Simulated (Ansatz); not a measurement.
CoO:

```
Co O
1.0
    -1.50800    1.50800    2.10725
     1.50800   -1.50800    2.10725
     1.50800    1.50800   -2.10725
Co O
1 1
Direct
  0.00000 0.00000 0.00000
  0.50000 0.50000 0.00000
```

| Property | Result |
| --- | --- |
| Program | Ansatz 0.2.0 |
| Task | relaxation of cell and atoms |
| Functional | HSEsol |
| Potentials or basis | Ansatz PAW |
| Cutoff | 420 eV (not typed: the program's choice for these potentials) |
| k mesh | 6 × 6 × 6 |
| Occupations | fermi-dirac, width 0.05 eV |
| Spin | collinear spin, ferromagnetic start |
| Starting moments | [2.0, 0.0] μB |

At the start: volume 9.58 Å³/atom.

Task: How do energy, volume and symmetry change on relaxing?

Result: It ends after 9 steps and the volume is 9.09 Å³/atom (-5.2 %); space group I4/mmm (No. 139, to 0.05 Å); moment 3.00 μB per cell.

Step by step:
| step | energy change (eV) | largest force (eV/Å) | volume (Å³) |
| --- | --- | --- | --- |
| 1 | 0.0000 | 0.0000 | 19.17 |
| 2 | -0.0418 | 0.0000 | 18.52 |
| 3 | -0.0574 | 0.0000 | 18.01 |
| 4 | -0.0614 | 0.0000 | 18.05 |
| 5 | -0.0620 | 0.0000 | 18.18 |
| 6 | -0.0620 | 0.0000 | 18.19 |
| 7 | -0.0576 | 0.0000 | 18.19 |
| 8 | -0.0576 | 0.0000 | 18.18 |
| 9 | -0.0576 | 0.0000 | 18.18 |

Final structure:
```
CELL_PARAMETERS angstrom
-1.50670 1.50670 2.00204
1.50670 -1.50670 2.00204
1.50670 1.50670 -2.00204
ATOMIC_POSITIONS crystal
Co 0.00000 0.00000 0.00000
O 0.50000 0.50000 0.00000
```

Caveat: the k mesh is coarse (spacing up to 0.49 Å⁻¹), so the values aren't converged, least of all with exact exchange; the magnetic or orbital state may not be the lowest; the plane-wave basis is chosen anew once the cell has moved, so the energies of steps on either side of that aren't comparable; the pressure holds a Pulay correction of +0.8 GPa for the finite cutoff; a cell with one magnetic atom can't hold antiferromagnetic order, which such compounds often take; the PAW data sets come from PBE, with cores solved anew for the run's functional, which leaves a small shift of forces and pressure.
